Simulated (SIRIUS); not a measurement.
The system is Ni.

```
CELL_PARAMETERS angstrom
-1.38372 1.38372 1.38372
1.38372 -1.38372 1.38372
1.38372 1.38372 -1.38372
ATOMIC_POSITIONS crystal
Ni 0.00000 0.00000 0.00000
```

This isn't the form of Ni at room conditions, which is fcc.

Base run:

```yaml
Program: SIRIUS 7.10.0
Functional: HTBS
Potentials_or_basis: PseudoDojo 0.5 PBE stringent (scalar relativistic)
Cutoff: 1416 eV
Density_cutoff: 5662 eV
k_mesh: 9 × 9 × 9
Occupations: methfessel-paxton, width 0.2 eV
Spin: collinear spin, ferromagnetic start
Starting_moments: "[1.0] μB"
Fixed_moment: 1 μB
```

Its results: pressure 4.3 GPa.

Q: After a change of settings the same cell gave: pressure -2.4 GPa. Which change was it?
A. fixed moment from 1 μB to 0.5 μB
B. fixed moment from 1 μB to 0.25 μB
C. fixed moment from 1 μB to 0.75 μB

A: B.

Caveats: the potentials were made for another functional, which shifts forces and pressure; the total moment is fixed, so each spin has its own Fermi level.
